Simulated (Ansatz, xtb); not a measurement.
## Ligand exchange: C4H8 + SnH(CH3)2(OH) → C4H8O + SnH2(CH3)2

Species: C4H8 (1-butene) `C=CCC`, singlet; SnH(CH3)2(OH), singlet; C4H8O (3-buten-1-ol) `C=CCCO`, singlet; SnH2(CH3)2, singlet. The partners trade H for OH: C–H and Sn–OH bonds give way to C–OH and Sn–H.

Shapes, held fixed at every level: PBE0-D4/def2-TZVP. Flexible molecules stand in one conformer, not always the lowest. Programs: Ansatz 0.2.0, xtb 6.7.1. Electronic energies: no zero-point or thermal term.

Question: Estimate ΔE of this reaction.

Answer: The highest level, CCSD(T)/def2-TZVPP, gives ΔE = +108.3 kJ/mol; the levels span +43.5 to +117.1. GFN1-xTB strays far from the other rows. The column of differences is taken from that level and isn't an error. No measured value is set beside it here. For atoms past krypton def2 sets carry core potentials with scalar relativity. Outer-core shells of Sn are correlated in most correlated rows, in sets that cover them unevenly.

```json
{"level": "GFN1-xTB", "kind": "semi-empirical", "ΔE (kJ/mol)": "+43.5", "less CCSD(T)/def2-TZVPP": "-64.8"}
{"level": "HF/def2-TZVPP", "kind": "Hartree–Fock", "ΔE (kJ/mol)": "+111.0", "less CCSD(T)/def2-TZVPP": "+2.7"}
{"level": "r2SCAN-D4/def2-TZVPP", "kind": "meta-GGA", "ΔE (kJ/mol)": "+110.5", "less CCSD(T)/def2-TZVPP": "+2.2"}
{"level": "B3LYP-D4/def2-TZVPP", "kind": "global hybrid", "ΔE (kJ/mol)": "+110.7", "less CCSD(T)/def2-TZVPP": "+2.4"}
{"level": "PBE0-D4/def2-TZVPP", "kind": "global hybrid", "ΔE (kJ/mol)": "+103.2", "less CCSD(T)/def2-TZVPP": "-5.1"}
{"level": "wB97X-V/def2-TZVPP", "kind": "range-separated hybrid", "ΔE (kJ/mol)": "+106.4", "less CCSD(T)/def2-TZVPP": "-1.9"}
{"level": "MP2/def2-TZVPP", "kind": "perturbation theory", "ΔE (kJ/mol)": "+117.1", "less CCSD(T)/def2-TZVPP": "+8.8"}
{"level": "CCSD/def2-TZVPP", "kind": "coupled cluster or CI", "ΔE (kJ/mol)": "+108.2", "less CCSD(T)/def2-TZVPP": "-0.1"}
{"level": "CCSD(T)/def2-TZVPP", "kind": "coupled cluster or CI", "ΔE (kJ/mol)": "+108.3", "less CCSD(T)/def2-TZVPP": "0.0"}
```
